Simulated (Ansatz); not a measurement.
# C, C2 sheet, C4 slab and more: relaxing cell and atoms, single point and relaxing the atoms, part 2 of 2

Aim: for C, C2 sheet, C4 slab and more, 6 runs in a chain (relaxing cell and atoms, single point and relaxing the atoms).

Ansatz 0.2.0; DFT LDA, scalar-relativistic, plane waves, PAW. Earlier steps stand in the parts before.

### 5 Relaxing the atoms

Contents of input.yaml:

```yaml
crystal:
  lattice:
    - [2.46, 0.0, 0.0]
    - [-1.23, 2.1304224933, 0.0]
    - [0.0, 0.0, 24.7]
  atoms:
    - { symbol: C, position: [0.0, 0.0, 0.6356275304] }
    - { symbol: C, position: [0.3333333333, 0.6666666667, 0.6356275304] }
    - { symbol: C, position: [0.0, 0.0, 0.5] }
    - { symbol: C, position: [0.6666666667, 0.3333333333, 0.5] }
    - { symbol: C, position: [0.0, 0.0, 0.3643724696] }
    - { symbol: C, position: [0.3333333333, 0.6666666667, 0.3643724696] }
scf:
  occupations: { method: gaussian, width: 0.05 }
output:
  forces: true
hamiltonian:
  xc: lda
kpoints:
  mp_grid: { grid: [12, 12, 1] }
relax:
  f_tol: 0.003
  max_steps: 40
```

The run is started by

```
ansatz run input.yaml --threads 8 --pin off --max-ram 14336MiB --backend cpu --events-out ev --progress --plain --runs-dir out
```

What it wrote, cut to the lines that bear on the results:

```text
Warning: RAYON_NUM_THREADS=8 ignored (pool sized by the plan → 8); use --threads N
[...]
Pseudopotentials: kind: paw
Pseudopotential: C, paw, valence charge 4, recommended cutoff 420 eV (normal), C.paw.azcp
Functional definition: SPW92
[...]
Crystal: 6 atoms, lattice volume = 129.449 Å³
Basis set: ecut = 420 eV, 2453 PW (Γ)
Bands: 18, of which v1, the nominal top of the filled ones, is band 12 counted from 1 (11 counted from 0)
Symmetry: 12 space group operations
Space group: P-6m2 (ITA 187), of the structure as read, at distance tolerance 5.1e-5 Å
k-points: 19 of 144 (time reversal used)
[...]
SCF iter   1: F=—  HF=-1457.823444 eV  |F-HF|=—  |Δ(HF+E_count)|=         —  Δρ=4.11e-3  dr2=1.43e-2  ethr=1.77e-3  ⟨swp⟩=7.4  Hψ=2114  notcnv=0
[...]
  atom   1  C     -0.00000000     0.00000000     0.00043589
  atom   2  C      0.00000000    -0.00000000    -0.00066902
  atom   3  C      0.00000000    -0.00000000     0.00000000
  atom   4  C      0.00000000     0.00000000     0.00000000
  atom   5  C      0.00000000     0.00000000    -0.00043589
  atom   6  C      0.00000000    -0.00000000     0.00066902
[...]
--- Relaxed structure (3 steps of the walk, 3 accepted, 0 SCFs on fresh bases) ---
  F+E_penalty+E_count = -1457.82480047 eV   max|allowed force component| = 6.690e-4 eV/Å
  atoms:
    - { symbol: C, position: [-1.2335811384544449e-17, -1.850371707924005e-17, 0.6342424071754863] }
    - { symbol: C, position: [0.33333333333333326, 0.6666666666666665, 0.6342723993132913] }
    - { symbol: C, position: [-1.2335811384544455e-17, -1.850371707924008e-17, 0.4999999999999999] }
    - { symbol: C, position: [0.6666666666666667, 0.33333333333333326, 0.4999999999999999] }
    - { symbol: C, position: [-1.2335811384544449e-17, -1.850371707924005e-17, 0.36575759282451353] }
    - { symbol: C, position: [0.33333333333333326, 0.6666666666666665, 0.36572760068670856] }
```

Run time: 12 s. Hardware: 8 threads of AMD EPYC (Zen 3), shared host; peak memory 0.42 GiB.

Relaxation path:

| step | energy from step 1 (eV/cell) | largest force component (eV/Å) |
| --- | --- | --- |
| 1 | 0.0000 | 0.0164 |
| 2 | -0.0003 | 0.0044 |
| 3 | -0.0003 | 0.0007 |

Step 1 is the start.

### 6 Relaxing the atoms

Contents of input.yaml:

```yaml
crystal:
  lattice:
    - [2.46, 0.0, 0.0]
    - [-1.23, 2.1304224933, 0.0]
    - [0.0, 0.0, 28.05]
  atoms:
    - { symbol: C, position: [0.0, 0.0, 0.679144385] }
    - { symbol: C, position: [0.3333333333, 0.6666666667, 0.679144385] }
    - { symbol: C, position: [0.0, 0.0, 0.559714795] }
    - { symbol: C, position: [0.6666666667, 0.3333333333, 0.559714795] }
    - { symbol: C, position: [0.0, 0.0, 0.440285205] }
    - { symbol: C, position: [0.3333333333, 0.6666666667, 0.440285205] }
    - { symbol: C, position: [0.0, 0.0, 0.320855615] }
    - { symbol: C, position: [0.6666666667, 0.3333333333, 0.320855615] }
scf:
  occupations: { method: gaussian, width: 0.05 }
output:
  forces: true
hamiltonian:
  xc: lda
kpoints:
  mp_grid: { grid: [12, 12, 1] }
relax:
  f_tol: 0.003
  max_steps: 40
```

The run is started by

```
ansatz run input.yaml --threads 8 --pin off --max-ram 14336MiB --backend cpu --events-out ev --progress --plain --runs-dir out
```

What it wrote, cut to the lines that bear on the results:

```text
Warning: RAYON_NUM_THREADS=8 ignored (pool sized by the plan → 8); use --threads N
[...]
Pseudopotentials: kind: paw
Pseudopotential: C, paw, valence charge 4, recommended cutoff 420 eV (normal), C.paw.azcp
Functional definition: SPW92
[...]
Crystal: 8 atoms, lattice volume = 147.006 Å³
Basis set: ecut = 420 eV, 2763 PW (Γ)
Bands: 24, of which v1, the nominal top of the filled ones, is band 16 counted from 1 (15 counted from 0)
Symmetry: 12 space group operations
Space group: P-3m1 (ITA 164), of the structure as read, at distance tolerance 5.3e-5 Å
k-points: 19 of 144
[...]
SCF iter   1: F=—  HF=-1943.783479 eV  |F-HF|=—  |Δ(HF+E_count)|=         —  Δρ=4.39e-3  dr2=1.95e-2  ethr=1.77e-3  ⟨swp⟩=8.4  Hψ=2730  notcnv=0
[...]
  atom   6  C      0.00000000     0.00000000    -0.00027975
  atom   7  C     -0.00000000     0.00000000    -0.00078491
  atom   8  C      0.00000000    -0.00000000     0.00085074
[...]
--- Relaxed structure (5 steps of the walk, 4 accepted, 0 SCFs on fresh bases) ---
  F+E_penalty+E_count = -1943.78462472 eV   max|allowed force component| = 8.507e-4 eV/Å
  atoms:
    - { symbol: C, position: [-1.7671807443741544e-18, 8.01558324412127e-33, 0.6770504449601141] }
    - { symbol: C, position: [0.3333333333333333, 0.6666666666666667, 0.6770833615929476] }
    - { symbol: C, position: [-3.1836191831960964e-19, -2.2720863782208414e-32, 0.5593375665981704] }
    - { symbol: C, position: [0.6666666666666667, 0.3333333333333333, 0.5593244707388401] }
    - { symbol: C, position: [3.183619183196072e-19, 1.4283407735764972e-32, 0.44066243340182953] }
    - { symbol: C, position: [0.3333333333333333, 0.6666666666666667, 0.4406755292611599] }
    - { symbol: C, position: [1.7671807443741598e-18, -1.6272236660998067e-33, 0.3229495550398855] }
    - { symbol: C, position: [0.6666666666666667, 0.3333333333333333, 0.32291663840705226] }
```

It took 18 s on 8 threads of AMD EPYC (Zen 3), shared host; peak memory 0.53 GiB.

Relaxation path:

| step | E - E(step 1) (eV/cell) | largest force component (eV/Å) |
| --- | --- | --- |
| 1 | 0.0000 | 0.0200 |
| 2 | 0.0011 | 0.0233 |
| 3 | -0.0005 | 0.0079 |
| 4 | -0.0007 | 0.0042 |
| 5 | -0.0007 | 0.0009 |

Step 1 is the start. Step 2 was tried and not accepted.

### 7 Relaxing the atoms

Contents of input.yaml:

```yaml
crystal:
  lattice:
    - [2.46, 0.0, 0.0]
    - [-1.23, 2.1304224933, 0.0]
    - [0.0, 0.0, 34.75]
  atoms:
    - { symbol: C, position: [0.0, 0.0, 0.7410071942] }
    - { symbol: C, position: [0.3333333333, 0.6666666667, 0.7410071942] }
    - { symbol: C, position: [0.0, 0.0, 0.6446043165] }
    - { symbol: C, position: [0.6666666667, 0.3333333333, 0.6446043165] }
    - { symbol: C, position: [0.0, 0.0, 0.5482014388] }
    - { symbol: C, position: [0.3333333333, 0.6666666667, 0.5482014388] }
    - { symbol: C, position: [0.0, 0.0, 0.4517985612] }
    - { symbol: C, position: [0.6666666667, 0.3333333333, 0.4517985612] }
    - { symbol: C, position: [0.0, 0.0, 0.3553956835] }
    - { symbol: C, position: [0.3333333333, 0.6666666667, 0.3553956835] }
    - { symbol: C, position: [0.0, 0.0, 0.2589928058] }
    - { symbol: C, position: [0.6666666667, 0.3333333333, 0.2589928058] }
scf:
  occupations: { method: gaussian, width: 0.05 }
output:
  forces: true
hamiltonian:
  xc: lda
kpoints:
  mp_grid: { grid: [12, 12, 1] }
relax:
  f_tol: 0.003
  max_steps: 40
```

The run is started by

```
ansatz run input.yaml --threads 8 --pin off --max-ram 14336MiB --backend cpu --events-out ev --progress --plain --runs-dir out
```

What it wrote, cut to the lines that bear on the results:

```text
Warning: RAYON_NUM_THREADS=8 ignored (pool sized by the plan → 8); use --threads N
[...]
Pseudopotentials: kind: paw
Pseudopotential: C, paw, valence charge 4, recommended cutoff 420 eV (normal), C.paw.azcp
Functional definition: SPW92
[...]
Crystal: 12 atoms, lattice volume = 182.119 Å³
Basis set: ecut = 420 eV, 3435 PW (Γ)
Bands: 36, of which v1, the nominal top of the filled ones, is band 24 counted from 1 (23 counted from 0)
Symmetry: 12 space group operations
Space group: P-3m1 (ITA 164), of the structure as read, at distance tolerance 5.7e-5 Å
k-points: 19 of 144
[...]
SCF iter   1: F=—  HF=-2915.701531 eV  |F-HF|=—  |Δ(HF+E_count)|=         —  Δρ=4.76e-3  dr2=2.77e-2  ethr=1.77e-3  ⟨swp⟩=16.1  Hψ=5326  notcnv=0  defer=13
[...]
    - { symbol: C, position: [0.3333333333333332, 0.6666666666666665, 0.7386264118063481] }
    - { symbol: C, position: [6.76781098560139e-33, -3.374982418577376e-33, 0.643464764267924] }
    - { symbol: C, position: [0.6666666666666667, 0.3333333333333332, 0.6434547093914865] }
    - { symbol: C, position: [1.2431262536436906e-32, 2.50712979665748e-32, 0.5476444586044403] }
    - { symbol: C, position: [0.3333333333333332, 0.6666666666666665, 0.5476529656346207] }
    - { symbol: C, position: [-2.0091265045264442e-32, -2.410701727555269e-32, 0.4523555413955594] }
    - { symbol: C, position: [0.6666666666666667, 0.3333333333333332, 0.45234703436537915] }
    - { symbol: C, position: [1.4036540462241923e-32, 1.2415113896909633e-32, 0.3565352357320759] }
    - { symbol: C, position: [0.3333333333333332, 0.6666666666666665, 0.35654529060851337] }
    - { symbol: C, position: [-4.451682254902726e-33, 1.301778932879845e-32, 0.2614017991992876] }
    - { symbol: C, position: [0.6666666666666667, 0.3333333333333332, 0.2613735881936517] }
```

Run time: 35 s. Hardware: 8 threads of AMD EPYC (Zen 3), shared host; peak memory 0.68 GiB.

Relaxation path:

| step | E - E(step 1) (eV/cell) | largest force component (eV/Å) |
| --- | --- | --- |
| 1 | 0.0000 | 0.0198 |
| 2 | 0.0012 | 0.0213 |
| 3 | -0.0006 | 0.0078 |
| 4 | -0.0009 | 0.0056 |
| 5 | -0.0009 | 0.0056 |
| 6 | -0.0010 | 0.0025 |

Step 1 is the start. Step 2 was tried and not accepted.

### 8 Summary of results

The summary covers parts 1 to 2.

```
step    system   k mesh  energy (eV)  gap on the mesh (eV)   time
   2         C  12×12×4     -971.926                  0.00   23 s
   3  C2 sheet  12×12×1     -485.906                   n/a  3.3 s
   4   C4 slab  12×12×1     -971.868                   n/a   11 s
   5   C6 slab  12×12×1    -1457.824                   n/a   12 s
   6   C8 slab  12×12×1    -1943.784                   n/a   18 s
   7  C12 slab  12×12×1    -2915.701                   n/a   35 s
```

Totals of different systems or levels have different zeros; only balanced differences at one level mean anything.

```
            quantity                                                                       value
relaxed cell, step 2  a = 2.445 Å, b = 2.445 Å, c = 6.637 Å, α = 90.00°, β = 90.00°, γ = 120.00°
```

What this shows: Against the measured lattice constant a of C, 2.464 Å (quoted in “The phonon dispersion of graphite by inelastic x-ray scattering”, 2007, arxiv:0705.2418), the calculated 2.445 Å is off by -0.8 %. 2 values of this kind are on record in papers (2.463 to 2.464 Å); this one was drawn at random among those near their median. Against the measured lattice constant c of C, 6.711 Å (quoted in “The phonon dispersion of graphite by inelastic x-ray scattering”, 2007, arxiv:0705.2418), the calculated 6.637 Å is off by -1.1 %. 2 values of this kind are on record in papers (6.711 to 6.712 Å); this one was drawn at random among those near their median. That is the cell relaxed with LDA, without thermal expansion or zero-point motion. Layers here are held mostly by dispersion, which this level lacks, so their spacing and the stiffness across them are unreliable there.
